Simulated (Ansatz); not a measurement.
**WS2: band structure with BLYP**

Slab: WS2, a slab with vacuum.

```
CELL_PARAMETERS angstrom
3.18312 0.00000 0.00000
-1.59156 2.75666 0.00000
0.00000 0.00000 35.18056
ATOMIC_POSITIONS crystal
W 0.33333 0.66667 0.59232
W 0.33333 0.66667 0.22340
W 0.66667 0.33333 0.77660
W 0.66667 0.33333 0.40768
S 0.33333 0.66667 0.82115
S 0.33333 0.66667 0.45202
S 0.66667 0.33333 0.63662
S 0.66667 0.33333 0.26774
S 0.33333 0.66667 0.73226
S 0.33333 0.66667 0.36338
S 0.66667 0.33333 0.54798
S 0.66667 0.33333 0.17885
```

```
Program                             : Ansatz 0.2.0
Task                                : band structure
Functional                          : BLYP
Potentials or basis                 : Ansatz PAW
Cutoff                              : 420 eV (not typed: the program's choice for these potentials)
k mesh                              : 7 × 7 × 1
Occupations                         : fermi-dirac, width 0.05 eV
Spin                                : no spin polarisation
Path                                : [["G", "M", "K", "G", "A", "L", "H", "A"], ["L", "M"], ["K", "H"]]
Points for each segment of the path : 10
```

```
Largest force           : 0.661 eV/Å
Band gap on the k mesh  : 1.41 eV, indirect (least direct gap 2.36 eV)
Band gap along the path : 1.31 eV, indirect (least direct gap 1.76 eV)
```

Forces on the atoms (eV/Å):
```
W    0.000  0.000 -0.021
W    0.000  0.000 -0.140
W    0.000  0.000  0.140
W    0.000  0.000  0.021
S    0.000  0.000  0.608
S    0.000  0.000  0.643
S    0.000  0.000  0.661
S    0.000  0.000  0.621
S    0.000  0.000 -0.621
S    0.000  0.000 -0.661
S    0.000  0.000 -0.643
S    0.000  0.000 -0.608
```

Stress tensor (GPa, compression positive):
```
6.57 0.00 0.00
0.00 6.57 0.00
0.00 0.00 5.38
```

Levels at the corners of the path, in eV from the valence-band top:
| point | band 48 | band 49 | band 50 | band 51 | band 52 | band 53 | band 54 | band 55 | band 56 | band 57 |
| --- | --- | --- | --- | --- | --- | --- | --- | --- | --- | --- |
| Γ | -1.88 | -0.74 | -0.47 | -0.18 | 0.00 | 2.42 | 2.42 | 2.42 | 2.42 | 2.43 |
| M | -1.71 | -1.34 | -1.31 | -1.28 | -1.27 | 2.30 | 2.31 | 2.32 | 2.32 | 2.72 |
| K | -2.79 | -0.53 | -0.50 | -0.46 | -0.44 | 1.31 | 1.31 | 1.33 | 1.33 | 2.60 |
| Γ | -1.88 | -0.74 | -0.47 | -0.18 | 0.00 | 2.42 | 2.42 | 2.42 | 2.42 | 2.43 |
| A | -1.88 | -0.74 | -0.47 | -0.18 | 0.00 | 2.42 | 2.42 | 2.42 | 2.42 | 2.43 |
| L | -1.71 | -1.34 | -1.31 | -1.28 | -1.27 | 2.30 | 2.31 | 2.32 | 2.32 | 2.72 |
| H | -2.79 | -0.53 | -0.50 | -0.46 | -0.44 | 1.31 | 1.31 | 1.33 | 1.33 | 2.60 |
| A | -1.88 | -0.74 | -0.47 | -0.18 | 0.00 | 2.42 | 2.42 | 2.42 | 2.42 | 2.43 |
| L | -1.71 | -1.34 | -1.31 | -1.28 | -1.27 | 2.30 | 2.31 | 2.32 | 2.32 | 2.72 |
| M | -1.71 | -1.34 | -1.31 | -1.28 | -1.27 | 2.30 | 2.31 | 2.32 | 2.32 | 2.72 |
| K | -2.79 | -0.53 | -0.50 | -0.46 | -0.44 | 1.31 | 1.31 | 1.33 | 1.33 | 2.60 |
| H | -2.79 | -0.53 | -0.50 | -0.46 | -0.44 | 1.31 | 1.31 | 1.33 | 1.33 | 2.60 |

Run time: 22 s on 4 threads of Arm Neoverse V1, on a shared host, peak memory 1.5 GiB.

Caveat: the k mesh misses the band edges, so the gap on the mesh is wider than the one along the path; spin-orbit coupling is left out, which moves the levels of the heavy elements; the PAW data sets come from PBE, with cores solved anew for the run's functional, which leaves a small shift of forces and pressure. BLYP gaps usually lie below the measured ones, often by a third to a half.
